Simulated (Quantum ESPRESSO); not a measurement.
# Dipole at the next field: In2Se2, 1 layer

Method. Quantum ESPRESSO 7.5, PBE, GBRV ultrasoft; sawtooth field along the normal with dipole correction, ions clamped, threshold 1e-9 Ry; cell area 14.462 Å².

```tsv
field (V/Å)	dipole (e Å a cell)
0	0.00000
0.1	0.05817
0.2	0.11640
```

To predict: What is the dipole at 0.4 V/Å, and what electrostatic thickness 4πα/A follows from the rows?

**Fit.** The slope is (0.11640 − (0.00000))/0.2 = 0.5820 e Å²/V, so 4πα/A = 180.95 × 0.5820/14.462 = 7.28 Å. Linear response gives p = 0.00000 + 0.5820 × (0.4) = 0.23280 e Å; a parabola through the three rows gives 0.23304.

**The withheld run.** p = 0.23291 e Å. The line misses by 0.0 % of the induced dipole and the parabola by 0.1 %. The response is linear over this range.

Caveats: Electrons alone respond; local and semilocal functionals tend to overscreen.

[Logs are printed without paths, hosts, clocks, repeated set-up lines and the standing remarks that a program may print on its own settings, such as how far it seeks lower states.]
